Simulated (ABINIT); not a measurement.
# C in ABINIT: notebook

Runs on C. Level: LDA. Tasks: single point.

Program: ABINIT 10.8.3 (patched build). These are calculated values, not measurements. Logs are shortened: lines on timing, memory, paths and dates and some standing lists are left out, and cuts for length are marked. The log counts tension as positive stress, the text compression.

**1. The structure**

The cell holds a slab with vacuum, 4 atoms: a = 2.456 Å, b = 2.456 Å, c = 24.134 Å, α = 90.00°, β = 90.00°, γ = 120.00°.

**2. Single point, LDA**

The input, run.abi:

```
pp_dirpath "./"
pseudos "C.upf"

acell 2.456227506 2.456227506 24.1339601687 Angstrom
rprim
     1.0000000000     0.0000000000     0.0000000000
    -0.5000000000     0.8660254038     0.0000000000
     0.0000000000     0.0000000000     1.0000000000
ntypat 1
znucl 6
natom 4
typat 1 1 1 1
xred
     0.6666666667     0.3333333333     0.5704754400
     0.3333333333     0.6666666667     0.4295245600
     0.0000000000     0.0000000000     0.4295312300
     0.0000000000     0.0000000000     0.5704687700

ecut 843.552974 eV

kptopt 1
ngkpt 9 9 2
nshiftk 1
shiftk 0.0 0.0 0.0

ixc 7

nband 12
occopt 3
tsmear 0.05 eV

nstep 100
tolvrs 1.0e-10

iomode 3
prtwf 0
prtden 0
prteig 0
prtebands 0
enunit 1
prtvol 2
```

Potentials or basis: PseudoDojo NC SR LDA v0.4.1 standard.

On the command line:

```console
$ abinit run.abi > log 2>&1
```

run.abo:

```text
.Version 10.8.3 of ABINIT
 Symmetries : space group P-3 m 1 (#164); Bravais hP (primitive hexag.)
================================================================================
 Values of the parameters that define the memory need of the present run
     intxc =       0    ionmov =       0      iscf =       7    lmnmax =       4
     lnmax =       4     mgfft =     240  mpssoang =       2    mqgrid =   11431
     natom =       4  nloc_mem =       1    nspden =       1   nspinor =       1
    nsppol =       1      nsym =      12    n1xccc =    2501    ntypat =       1
    occopt =       3   xclevel =       1
       mpw =        7052          nfft =      138240          nkpt =          24
================================================================================
================================================================================

--------------------------------------------------------------------------------
------------- Echo of variables that govern the present computation ------------
--------------------------------------------------------------------------------
 -outvars: echo values of preprocessed input variables --------
            acell      4.6415972893E+00  4.6415972893E+00  4.5606575052E+01 Bohr
              amu      1.20110000E+01
             ecut      3.10000000E+01 Hartree
           enunit           1
              ixc           7
         kptrlatt        9    0    0      0    9    0      0    0    2
          kptrlen      4.17743756E+01
            natom           4
            nband          12
            ngfft          24      24     240
             nkpt          24
            nstep         100
             nsym          12
           ntypat           1
           occopt           3
           prtden           0
        prtebands           0
           prteig           0
           prtvol           2
            prtwf           0
            rprim      1.0000000000E+00  0.0000000000E+00  0.0000000000E+00
                      -5.0000000000E-01  8.6602540380E-01  0.0000000000E+00
                       0.0000000000E+00  0.0000000000E+00  1.0000000000E+00
          spgroup         164
           tolvrs      1.00000000E-10
           tsmear      1.83746611E-03 Hartree
            typat      1  1  1  1
           xangst      1.2281137530E+00  7.0905180590E-01  1.3767831546E+01
                      -2.8045122815E-16  1.4181036118E+00  1.0366128623E+01
                       2.2724669424E-17  3.9360282028E-17  1.0366289596E+01
                       2.2724669424E-17  3.9360282028E-17  1.3767670573E+01
            xcart      2.3207986446E+00  1.3399137222E+00  2.6017430970E+01
                      -5.2997601288E-16  2.6798274445E+00  1.9589144082E+01
                       4.2943401513E-17  7.4380153272E-17  1.9589448278E+01
                       4.2943401513E-17  7.4380153272E-17  2.6017126774E+01
             xred      6.6666666667E-01  3.3333333333E-01  5.7047544000E-01
                       3.3333333333E-01  6.6666666667E-01  4.2952456000E-01
                       1.8503717077E-17  1.8503717077E-17  4.2953123000E-01
                       1.8503717077E-17  1.8503717077E-17  5.7046877000E-01
            znucl        6.00000

================================================================================

 chkinp: Checking input parameters for consistency.

================================================================================
== DATASET  1 ==================================================================

--- !DatasetInfo
iteration_state: {dtset: 1, }
dimensions: {natom: 4, nkpt: 24, mband: 12, nsppol: 1, nspinor: 1, nspden: 1, mpw: 7052, }
cutoff_energies: {ecut:  31.0, pawecutdg:  -1.0, }
electrons: {nelect:   1.60000000E+01, charge:   0.00000000E+00, occopt:   3.00000000E+00, tsmear:   1.83746611E-03, }
meta: {optdriver: 0, ionmov: 0, optcell: 0, iscf: 7, paral_kgb: 0, }
...

 Exchange-correlation functional for the present dataset will be:
  LDA: Perdew-Wang 92 LSD fit to Ceperley-Alder data - ixc=7
  J.P.Perdew and Y.Wang, PRB 45, 13244 (1992)

 Real(R)+Recip(G) space primitive vectors, cartesian coordinates (Bohr,Bohr^-1):
 R(1)=  4.6415973  0.0000000  0.0000000  G(1)=  0.2154431  0.1243861  0.0000000
 R(2)= -2.3207986  4.0197412  0.0000000  G(2)=  0.0000000  0.2487722  0.0000000
 R(3)=  0.0000000  0.0000000 45.6065751  G(3)=  0.0000000  0.0000000  0.0219267
 Unit cell volume ucvol=  8.5092838E+02 bohr^3
 Angles (23,13,12)=  9.00000000E+01  9.00000000E+01  1.20000000E+02 degrees

 getcut: wavevector=  0.0000  0.0000  0.0000  ngfft=  24  24 240
         ecut(hartree)=     31.000   => boxcut(ratio)=   2.06299

--- Pseudopotential description ------------------------------------------------
- pspini: atom type   1  psp file is ./C.upf
12 -1012 1 -1 1234                            pspcod,pspxc,lmax,lloc,mmax
     nproj     2     2

   2.78465922E+02                                ecore*ucvol(ha*bohr**3)
--------------------------------------------------------------------------------
[... 105 lines left out ...]
   0.3333  0.0000  0.0000    1  4.56979E-10 kpt; spin; max resid(k); each band:
  1.12E-18 1.00E-18 7.48E-19 7.37E-19 7.12E-20 7.60E-20 5.22E-18 4.63E-18
  4.08E-18 3.98E-18 3.97E-17 4.57E-10
   0.4444  0.0000  0.0000    1  2.76902E-18 kpt; spin; max resid(k); each band:
  2.00E-18 1.98E-18 1.51E-18 1.48E-18 6.94E-20 7.32E-20 2.39E-18 2.77E-18
  2.77E-18 2.56E-18 2.01E-18 2.53E-18
   0.1111  0.1111  0.0000    1  2.20958E-16 kpt; spin; max resid(k); each band:
  1.40E-18 1.28E-18 4.36E-18 3.79E-18 4.06E-19 4.08E-19 2.20E-19 2.19E-19
[... 40 lines left out ...]
   0.3333  0.1111  0.5000    1  3.44519E-08 kpt; spin; max resid(k); each band:
  1.62E-18 1.04E-18 1.32E-18 1.01E-18 2.63E-19 2.61E-19 4.95E-18 3.25E-18
  2.98E-18 3.29E-18 1.97E-14 3.45E-08
   0.4444  0.1111  0.5000    1  2.88349E-18 kpt; spin; max resid(k); each band:
  2.51E-18 2.57E-18 9.17E-19 8.30E-19 2.65E-19 2.63E-19 2.34E-18 2.83E-18
  2.88E-18 2.44E-18 2.17E-18 2.87E-18
   0.2222  0.2222  0.5000    1  9.30681E-17 kpt; spin; max resid(k); each band:
  1.09E-18 1.05E-18 7.90E-19 8.24E-19 2.70E-19 2.47E-19 5.23E-18 4.76E-18
  2.79E-18 3.25E-18 3.91E-17 9.31E-17
   0.3333  0.2222  0.5000    1  2.27332E-14 kpt; spin; max resid(k); each band:
  1.08E-18 1.05E-18 1.02E-18 8.29E-19 5.43E-19 3.52E-19 4.45E-18 3.77E-18
  2.77E-18 3.35E-18 2.27E-14 2.21E-15
   0.3333  0.3333  0.5000    1  1.08808E-17 kpt; spin; max resid(k); each band:
  6.97E-19 7.77E-19 7.77E-19 6.67E-19 5.76E-19 5.76E-19 6.52E-19 7.40E-19
  7.40E-19 5.93E-19 1.09E-17 1.07E-17
 reduced coordinates (array xred) for    4 atoms
       0.666666666667      0.333333333333      0.570475440000
       0.333333333333      0.666666666667      0.429524560000
       0.000000000000      0.000000000000      0.429531230000
       0.000000000000      0.000000000000      0.570468770000
 rms dE/dt=  1.2476E-02; max dE/dt=  3.0512E-02; dE/dt below (all hartree)
    1       0.000000000000      0.000000000000      0.001685815795
    2       0.000000000000      0.000000000000     -0.001685815795
    3      -0.000000000000      0.000000000000     -0.030512190238
    4       0.000000000000      0.000000000000      0.030512190238

 cartesian coordinates (angstrom) at end:
    1      1.22811375300000     0.70905180590277    13.76783154618161
    2     -0.00000000000000     1.41810361180554    10.36612862251839
    3      0.00000000000000     0.00000000000000    10.36628959603272
    4      0.00000000000000     0.00000000000000    13.76767057266728

 cartesian forces (hartree/bohr) at end:
    1     -0.00000000000000    -0.00000000000000    -0.00003696431475
    2      0.00000000000000    -0.00000000000000     0.00003696431475
    3      0.00000000000000     0.00000000000000     0.00066903051156
    4     -0.00000000000000     0.00000000000000    -0.00066903051156
 frms,max,avg= 2.7354713E-04 6.6903051E-04   0.000E+00  0.000E+00  0.000E+00 h/b

 cartesian forces (eV/Angstrom) at end:
    1     -0.00000000000000    -0.00000000000000    -0.00190078148863
    2      0.00000000000000    -0.00000000000000     0.00190078148863
    3      0.00000000000000     0.00000000000000     0.03440293213234
    4     -0.00000000000000     0.00000000000000    -0.03440293213234
 frms,max,avg= 1.4066359E-02 3.4402932E-02   0.000E+00  0.000E+00  0.000E+00 e/A
 length scales=  4.641597289262  4.641597289262 45.606575052410 bohr
              =  2.456227506000  2.456227506000 24.133960168700 angstroms
 Fermi (or HOMO) energy (eV) =  -1.92792   Average Vxc (eV)=  -3.40765
 Eigenvalues (   eV  ) for nkpt=  24  k points:
 kpt#   1, nband= 12, wtk=  0.00617, kpt=  0.0000  0.0000  0.0000 (reduced coord)
 -21.40080  -21.25710  -10.11752   -9.17009   -4.92981   -4.92981   -4.92288   -4.92288
   1.53874    2.06097    2.67739    3.34132
 kpt#   2, nband= 12, wtk=  0.03704, kpt=  0.1111  0.0000  0.0000 (reduced coord)
 -21.10787  -20.96719   -9.76052   -8.82328   -6.03639   -6.01725   -5.51538   -5.50094
   1.92887    2.45921    3.08538    3.74671
 kpt#   3, nband= 12, wtk=  0.03704, kpt=  0.2222  0.0000  0.0000 (reduced coord)
 -20.23510  -20.10246   -8.70350   -8.57666   -8.53716   -7.80293   -6.69281   -6.67155
   3.09721    3.64546    4.30875    4.95790
 kpt#   4, nband= 12, wtk=  0.03704, kpt=  0.3333  0.0000  0.0000 (reduced coord)
 -18.80221  -18.68234  -11.50968  -11.44803   -7.72995   -7.70595   -7.01769   -6.20005
   2.78711    3.22857    5.01824    5.62572
 kpt#   5, nband= 12, wtk=  0.03704, kpt=  0.4444  0.0000  0.0000 (reduced coord)
 -16.87110  -16.77041  -14.27545  -14.19660   -8.30291   -8.27798   -5.02723   -4.46526
   0.05607    0.51999    5.66236    5.84855
 kpt#   6, nband= 12, wtk=  0.03704, kpt=  0.1111  0.1111  0.0000 (reduced coord)
 -20.52512  -20.38986   -9.05260   -8.13920   -7.57100   -7.55325   -6.67716   -6.66488
[... 40 lines left out ...]
 kpt#  20, nband= 12, wtk=  0.07407, kpt=  0.3333  0.1111  0.5000 (reduced coord)
 -17.68401  -17.57410  -12.79552  -12.72698   -8.96762   -8.93403   -5.75780   -5.03224
   1.19249    1.62506    6.53654    6.94618
 kpt#  21, nband= 12, wtk=  0.03704, kpt=  0.4444  0.1111  0.5000 (reduced coord)
 -15.84899  -15.79742  -14.98607  -14.94767   -9.26999   -9.23507   -4.22370   -3.88566
  -0.46147   -0.17961    6.82364    7.04261
 kpt#  22, nband= 12, wtk=  0.03704, kpt=  0.2222  0.2222  0.5000 (reduced coord)
 -17.96300  -17.85041  -11.49399  -11.46274  -10.12227  -10.09886   -6.02856   -5.25863
   1.91566    2.18495    6.17934    6.72457
 kpt#  23, nband= 12, wtk=  0.07407, kpt=  0.3333  0.2222  0.5000 (reduced coord)
 -16.08729  -15.99489  -13.64674  -13.58107  -11.12320  -11.07609   -4.02685   -3.47142
  -0.34574   -0.05415    8.67089    8.70700
 kpt#  24, nband= 12, wtk=  0.01235, kpt=  0.3333  0.3333  0.5000 (reduced coord)
 -14.39947  -14.35347  -14.35347  -14.31177  -12.60365  -12.60365   -2.23929   -1.92794
  -1.92794   -1.59863    8.42651    8.42651
 Total charge density [el/Bohr^3]
)     Maximum=    3.3531E-01  at reduced coord.    0.9167    0.8333    0.5708
)Next maximum=    3.3531E-01  at reduced coord.    0.9167    0.0833    0.5708
)     Minimum=    0.0000E+00  at reduced coord.    0.0000    0.0000    0.0000
)Next minimum=    0.0000E+00  at reduced coord.    0.0417    0.0000    0.0000
   Integrated=    1.6000E+01

--- !EnergyTerms
iteration_state     : {dtset: 1, }
comment             : Components of total free energy in Hartree
kinetic             :  1.69204670247465E+01
hartree             :  1.87759284448125E+02
xc                  : -8.55619591054282E+00
Ewald energy        :  1.68949937776667E+02
psp_core            :  3.27249543010388E-01
local_psp           : -3.88223861826023E+02
non_local_psp       : -1.29600401684795E+00
internal            : -2.41191229608658E+01
'-kT*entropy'       : -1.28019178731110E-04
total_energy        : -2.41192509800445E+01
total_energy_eV     : -6.56318254381747E+02
band_energy         : -6.48615109200812E+00
...

 Cartesian components of stress tensor (hartree/bohr^3)
  sigma(1 1)=  7.26126264E-05  sigma(3 2)=  0.00000000E+00
  sigma(2 2)=  7.26126264E-05  sigma(3 1)=  0.00000000E+00
  sigma(3 3)=  4.30663982E-05  sigma(2 1)=  0.00000000E+00

-Cartesian components of stress tensor (GPa)         [Pressure= -1.8466E+00 GPa]
- sigma(1 1)=  2.13633723E+00  sigma(3 2)=  0.00000000E+00
- sigma(2 2)=  2.13633723E+00  sigma(3 1)=  0.00000000E+00
- sigma(3 3)=  1.26705718E+00  sigma(2 1)=  0.00000000E+00

== END DATASET(S) ==============================================================
================================================================================

 -outvars: echo values of variables after computation  --------
            acell      4.6415972893E+00  4.6415972893E+00  4.5606575052E+01 Bohr
           etotal     -2.4119250980E+01
            fcart     -1.5082906043E-27 -1.1387541360E-27 -3.6964314751E-05
                       3.4806706252E-28 -6.6985537414E-29  3.6964314751E-05
                       1.2762458959E-27  1.0047830612E-27  6.6903051156E-04
                      -1.1602235417E-28  2.0095661224E-28 -6.6903051156E-04
            rprim      1.0000000000E+00  0.0000000000E+00  0.0000000000E+00
                      -5.0000000000E-01  8.6602540380E-01  0.0000000000E+00
                       0.0000000000E+00  0.0000000000E+00  1.0000000000E+00
           strten      7.2612626403E-05  7.2612626387E-05  4.3066398173E-05
                       0.0000000000E+00  0.0000000000E+00  0.0000000000E+00
           xangst      1.2281137530E+00  7.0905180590E-01  1.3767831546E+01
                      -2.8045122815E-16  1.4181036118E+00  1.0366128623E+01
                       2.2724669424E-17  3.9360282028E-17  1.0366289596E+01
                       2.2724669424E-17  3.9360282028E-17  1.3767670573E+01
             xred      6.6666666667E-01  3.3333333333E-01  5.7047544000E-01
                       3.3333333333E-01  6.6666666667E-01  4.2952456000E-01
                       1.8503717077E-17  1.8503717077E-17  4.2953123000E-01
                       1.8503717077E-17  1.8503717077E-17  5.7046877000E-01
 Calculation completed.
```

Run time: 2.7 min. Hardware: 1 thread of Arm Neoverse V1, shared host; peak memory 0.11 GiB.

Results:

- Free energy: -656.3183 eV
- Largest force: 0.034 eV/Å
- Band gap on the k mesh: none (metal or under the smearing width)
- All electrons inside the program's atomic spheres: C 4.77, 4.76 (radii [1.0584] Å)

Forces on the atoms (eV/Å):
```
C    0.000  0.000 -0.002
C    0.000  0.000  0.002
C    0.000  0.000  0.034
C    0.000  0.000 -0.034
```

Levels at points of the mesh, in eV from the Fermi level:
```
           k point  band 5  band 6  band 7  band 8  band 9  band 10  band 11  band 12
(0.00, 0.00, 0.00)   -3.00   -3.00   -2.99   -2.99    3.47     3.99     4.61     5.27
(0.00, 0.00, 0.50)   -3.00   -3.00   -3.00   -3.00    3.47     3.98     4.69     5.03
```

Caveat: the cutoff is too short for stress, so the log's stress isn't used.

[end of part 1 of 2]
